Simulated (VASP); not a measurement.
# HgSe in VASP: relaxing the cell with several functionals, part 2 of 2

VASP 6.6.1, plane waves, PAW.

## (4) Relaxing with LDA

Input file INCAR:

```
ENCUT = 600.000000
SIGMA = 0.020000
EDIFF = 1.00e-07
EDIFFG = -5.00e-03
GGA = CA
PREC = Accurate
IBRION = 2
ISIF = 3
ISMEAR = -1
NBANDS = 16
NELM = 120
NSW = 40
LASPH = .TRUE.
LCHARG = .FALSE.
LWAVE = .FALSE.
LREAL = .FALSE.
```

Input file KPOINTS:

```
KPOINTS created by Atomic Simulation Environment
0
Gamma
6 6 6
0 0 0
```

Input file POSCAR:

```
Hg Se
 1.0000000000000000
    -0.0000000000000000    3.1297067988566041    3.1297067988566041
     3.1297067988566045    0.0000000000000000    3.1297067988566041
     3.1297067988566045    3.1297067988566041    0.0000000000000000
 Hg  Se
   1   1
Cartesian
  0.0000000000000000 -0.0000000000000000  0.0000000000000000
  1.5648533994283023  1.5648533994283020  1.5648533994283020
```

Potentials: the recommended LDA PAW datasets, 18 valence electrons in the neutral cell.

Started as:

```sh
mpirun -np 1 vasp_std
```

The first run moved the cell so far that it was started again from its end, on a fresh basis. The second run's POSCAR:

```
Hg Se
 1.0000000000000000
    -0.0000000000000000    3.0419956543280686    3.0419956543280686
     3.0419956543280691   -0.0000000000000000    3.0419956543280686
     3.0419956543280691    3.0419956543280686    0.0000000000000000
 Hg  Se
   1   1
Cartesian
  0.0000000000000000  0.0000000000000000  0.0000000000000000
  1.5209978271640345  1.5209978271640343  1.5209978271640343
```

The files below are the second run's.

Standard output, without the iteration lines:

```text
POSCAR found type information on POSCAR HgSe
 POSCAR found :  2 types and       2 ions
 LDA part: xc-table for (Slater(with rela. corr.)+CA(PZ))
 , standard interpolation
 POSCAR, INCAR and KPOINTS ok, starting setup
 FFT: planning ... GRIDC
 FFT: planning ... GRID_SOFT
 FFT: planning ... GRID
 WAVECAR not read
 WARNING: random wavefunctions but no delay for mixing, default for NELMDL
 entering main loop
 curvature:   0.00 expect dE= 0.000E+00 dE for cont linesearch  0.000E+00
 search vector abs. value=  0.436E-05
 reached required accuracy - stopping structural energy minimisation
```

OSZICAR:

```text
N       E                     dE             d eps       ncg     rms          rms(c)
DAV:   1     0.121150861365E+03    0.12115E+03   -0.91453E+03   512   0.112E+03
DAV:   2    -0.101337131335E+01   -0.12216E+03   -0.11308E+03   576   0.255E+02
DAV:   3    -0.577445965654E+01   -0.47611E+01   -0.47453E+01   656   0.512E+01
DAV:   4    -0.579706291957E+01   -0.22603E-01   -0.22601E-01   608   0.351E+00
DAV:   5    -0.579718452187E+01   -0.12160E-03   -0.12160E-03   664   0.226E-01    0.799E+00
DAV:   6    -0.550575220962E+01    0.29143E+00   -0.47161E-01   744   0.100E+01    0.617E+00
DAV:   7    -0.548892418283E+01    0.16828E-01   -0.10722E-01   568   0.242E+00    0.263E+00
DAV:   8    -0.548559125179E+01    0.33329E-02   -0.14649E-02   544   0.149E+00    0.184E-01
DAV:   9    -0.548531026255E+01    0.28099E-03   -0.12544E-03   632   0.509E-01    0.574E-02
DAV:  10    -0.548529827432E+01    0.11988E-04   -0.97133E-05   592   0.957E-02    0.313E-02
DAV:  11    -0.548530057414E+01   -0.22998E-05   -0.37457E-05   632   0.771E-02    0.241E-02
DAV:  12    -0.548529763571E+01    0.29384E-05   -0.81404E-06   592   0.402E-02    0.536E-03
DAV:  13    -0.548529765314E+01   -0.17429E-07   -0.59185E-07   600   0.470E-03
   1 F= -.54852977E+01 E0= -.54851208E+01  d E =-.548530E+01
```

From OUTCAR:

```text
k-points           NKPTS =     16   k-points in BZ     NKDIM =     16   number of bands    NBANDS=     16

   NELECT =      18.0000    total number of electrons

   dimension x,y,z NGX =    36 NGY =   36 NGZ =   36
   dimension x,y,z NGXF=    72 NGYF=   72 NGZF=   72

  energy-cutoff  :      600.00
  volume of cell :       56.30
      direct lattice vectors                 reciprocal lattice vectors
     0.000000000  3.041995654  3.041995654    -0.164365784  0.164365784  0.164365784
     3.041995654  0.000000000  3.041995654     0.164365784 -0.164365784  0.164365784
     3.041995654  3.041995654  0.000000000     0.164365784  0.164365784 -0.164365784

 k-points in reciprocal lattice and weights: KPOINTS created by Atomic Simulation Env
   0.00000000  0.00000000  0.00000000       0.005
   0.16666667  0.00000000  0.00000000       0.037
   0.33333333  0.00000000  0.00000000       0.037
   0.50000000  0.00000000  0.00000000       0.019
   0.16666667  0.16666667  0.00000000       0.028
   0.33333333  0.16666667  0.00000000       0.111
   0.50000000  0.16666667  0.00000000       0.111
  -0.33333333  0.16666667  0.00000000       0.111
[... 8 more k-points ...]

 E-fermi :   1.6298

 k-point     1 :       0.0000    0.0000    0.0000
  band No.  band energies     occupation
      1     -11.8821      2.00000
      2      -5.5874      2.00000
      3      -5.5874      2.00000
      4      -5.5874      2.00000
      5      -4.8426      2.00000
      6      -4.8426      2.00000
      7       0.5020      2.00000
      8       1.6159      1.33334
      9       1.6159      1.33334
     10       1.6159      1.33334
     11       7.0010      0.00000
     12       7.0010      0.00000
     13       7.0010      0.00000
     14       9.8442      0.00000
     15      12.9118      0.00000
     16      12.9118      0.00000

 k-point     2 :       0.1667    0.0000    0.0000
  band No.  band energies     occupation
      1     -11.7668      2.00000
      2      -5.5359      2.00000
      3      -5.5359      2.00000
      4      -5.5338      2.00000
      5      -4.8455      2.00000
      6      -4.8455      2.00000
      7      -0.7731      2.00000
      8       1.3454      2.00000
      9       1.3454      2.00000
     10       2.3448      0.00000
     11       6.5730      0.00000
     12       7.3559      0.00000
     13       7.3559      0.00000
     14      11.1258      0.00000
     15      11.7578      0.00000
     16      11.7578      0.00000

 k-point     3 :       0.3333    0.0000    0.0000
  band No.  band energies     occupation
      1     -11.5252      2.00000
      2      -5.4485      2.00000
      3      -5.4485      2.00000
      4      -5.2066      2.00000
      5      -4.8244      2.00000
      6      -4.8244      2.00000
      7      -2.6370      2.00000
      8       0.8594      2.00000
      9       0.8594      2.00000
     10       2.6185      0.00000
     11       7.4437      0.00000
     12       7.7373      0.00000
     13       7.7373      0.00000
     14      10.6256      0.00000
     15      12.0552      0.00000
     16      12.0552      0.00000

 k-point     4 :       0.5000    0.0000    0.0000
  band No.  band energies     occupation
      1     -11.3990      2.00000
      2      -5.4163      2.00000
      3      -5.4163      2.00000
      4      -4.7956      2.00000
      5      -4.7956      2.00000
      6      -4.5236      2.00000
      7      -3.9692      2.00000
      8       0.6327      2.00000
      9       0.6327      2.00000
     10       2.5916      0.00000
     11       7.7601      0.00000
     12       7.7601      0.00000
     13       8.4047      0.00000
     14      10.5970      0.00000
     15      13.3592      0.00000
     16      13.3592      0.00000

[... the tables of k-points 5 to 16 left out ...]

  Total       -0.0077587     -0.0077587     -0.0077587      0.0000000      0.0000000      0.0000000
  in kB       -0.2207967     -0.2207967     -0.2207967      0.0000000      0.0000000      0.0000000
  external PRESSURE =      -0.2207967 kB  Pullay stress =       0.0000000 kB

 POSITION                                       TOTAL-FORCE (eV/Angst)
 -----------------------------------------------------------------------------------
      0.00000      0.00000      0.00000         0.000000      0.000000      0.000000
      1.52100      1.52100      1.52100        -0.000000     -0.000000     -0.000000
 -----------------------------------------------------------------------------------
    total drift:                               -0.000000     -0.000000     -0.000000

  FREE ENERGIE OF THE ION-ELECTRON SYSTEM (eV)
  ---------------------------------------------------
  free  energy   TOTEN  =        -5.4852976531 eV

  energy  without entropy=       -5.4849440054  energy(sigma->0) =       -5.48512083
```

CONTCAR

```
Hg Se
   1.00000000000000
     0.0000000000000000    3.0419956543280686    3.0419956543280686
     3.0419956543280691    0.0000000000000000    3.0419956543280686
     3.0419956543280691    3.0419956543280686    0.0000000000000000
  Hg              Se
     1     1
Direct
     0.0000000000000000    0.0000000000000000    0.0000000000000000
     0.2500000000000000    0.2500000000000000    0.2500000000000000

  0.00000000E+00  0.00000000E+00  0.00000000E+00
  0.00000000E+00  0.00000000E+00  0.00000000E+00
```

Hardware: 1 MPI rank of Intel Xeon 6975P-C, shared host.

|  | before | after | change |
| --- | --- | --- | --- |
| a (Å) | 6.259 | 6.084 | -2.80 % |
| volume (Å³/atom) | 30.656 | 28.150 | -8.17 % |
| shortest distance (Å) | 2.710 | 2.634 | -2.80 % |
| space group | F-43m | F-43m | same |

## (5) Results

The summary covers parts 1 to 2.

```
 level  a (Å)  volume (Å³/atom)  space group  Ansatz: volume (Å³/atom)
   PBE  6.269            30.803        F-43m                    30.656
PBEsol  6.148            29.047        F-43m                    28.867
   LDA  6.084            28.150        F-43m                    27.911
```

The PBE run changed the volume by +32.7 % from its own start of 23.21 Å³/atom. The volume spreads over 9.4 %, from LDA to PBE. LDA's volume lies 8.6 % below PBE's. A measured a is 6.085 Å (293 K; quoted in “Electronic, vibrational and thermodynamic properties of beta-HgS (metacinnabar), HgSe and HgTe”, 2009, arxiv:0908.2634); the misses are PBE +3.0 %, PBEsol +1.0 %, LDA -0.0 %. The two programs differ by at most 0.85 % in volume, much less than the spread of the functionals. Each program uses its own PAW datasets and cutoff. VASP's cell holds 18 valence electrons and Ansatz's 36. LDA means the Perdew–Zunger form in VASP and the Perdew–Wang form in Ansatz.
